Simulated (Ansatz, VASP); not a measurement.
## Sn: VASP beside Ansatz

```
CELL_PARAMETERS angstrom
0.06491 3.27806 3.27806
3.27806 0.06491 3.27806
3.27806 3.27806 0.06491
ATOMIC_POSITIONS crystal
Sn 0.50000 0.50000 0.50000
Sn 0.75000 0.75000 0.75000
```

Change from the starting cell: equal xy, yz and zx shear strains of +2 %.

Alike in both runs: task single point; functional LDA; k mesh 9 × 9 × 9; occupations fermi-dirac, width 0.03 eV; no spin polarisation.

|  | VASP | Ansatz |
| --- | --- | --- |
| version | VASP 6.6.1 | Ansatz 0.2.0 |
| potentials or method | VASP PAW LDA potentials, release 64 (Sn_d), cutoff 520 eV | all-electron LAPW, scalar-relativistic |

|  | VASP | Ansatz | Ansatz less VASP |
| --- | --- | --- | --- |
| pressure (GPa) | -0.3 | -0.3 | +0.01 |
| largest component of the traceless stress (GPa) | 0.93 | 0.92 | -0.010 |
| rms of the force components (eV/Å) | 0.158 | 0.158 | -0.0003 |

Atom by atom the forces differ by 0.000 eV/Å (rms over components). Ansatz ran all-electron here, so the differences hold the error of VASP's frozen core and of both bases.
